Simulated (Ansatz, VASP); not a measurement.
# One calculation of Al3Cu, two programs

INCAR

```
SYSTEM = Al3Cu
PREC = Accurate ; ENCUT = 520
EDIFF = 1E-7 ; ISMEAR = 1
SIGMA = 0.15 ; LREAL = .FALSE.
LASPH = .TRUE. ; NELM = 60
ALGO = Normal ; ISIF = 2
LWAVE = .FALSE. ; LCHARG = .FALSE.
GGA = PS ; IVDW = 13
NBANDS = 18
```

The input KPOINTS:

```
Automatic mesh
0
G
  4 4 4
  0 0 0
```

Contents of POSCAR:

```
Al3Cu
1.0
    3.9241510000      0.0000000000      0.0000000000
    0.0000000000      3.9241510000      0.0000000000
    0.0000000000      0.0000000000      3.9241510000
Al Cu
3 1
Direct
    0.0000000000      0.5000000000      0.5000000000
    0.5000000000      0.0000000000      0.5000000000
    0.5000000000      0.5000000000      0.0000000000
    0.0000000000      0.0000000000      0.0000000000
```

Input for Ansatz:

```yaml
crystal:
  lattice:
    - [3.924151, 0.0, 0.0]
    - [0.0, 3.924151, 0.0]
    - [0.0, 0.0, 3.924151]
  atoms:
    - { symbol: Al, position: [0.0, 0.5, 0.5] }
    - { symbol: Al, position: [0.5, 0.0, 0.5] }
    - { symbol: Al, position: [0.5, 0.5, 0.0] }
    - { symbol: Cu, position: [0.0, 0.0, 0.0] }
kpoints:
  mp_grid:
    grid: [4, 4, 4]
hamiltonian:
  xc: pbesol
  dispersion: d4
  pseudopotentials:
    kind: paw
scf:
  occupations:
    method: cold
    width: 0.15
output:
  eigenvalues: true
```

The cell comes from a database or a generator and needn't be the stable form of this composition.

Alike in both runs: task single point; functional PBEsol; dispersion D4; k mesh 4 × 4 × 4; no spin polarisation.

```csv
,VASP,Ansatz
version,VASP 6.6.1,Ansatz 0.2.0
potentials or method,"VASP PAW PBE potentials, release 64 (Al, Cu)","plane waves, PAW"
plane-wave cutoff (eV),520,420
occupations,"methfessel-paxton of order 1, width 0.15 eV","cold, width 0.15 eV"
valence electrons in the cell,20,28
```

```csv
,VASP,Ansatz,Ansatz less VASP
gap on the k mesh at the Fermi level (eV),none,none,-
dispersion energy (meV/atom),-226.0,-226.2,-0.13
```

A gap of «none» marks a metal or a gap that the smearing closes. The two sets of potentials don't hold the same shells in valence.

Caveats: the k mesh is coarse (spacing up to 0.40 Å⁻¹), so the values aren't converged.
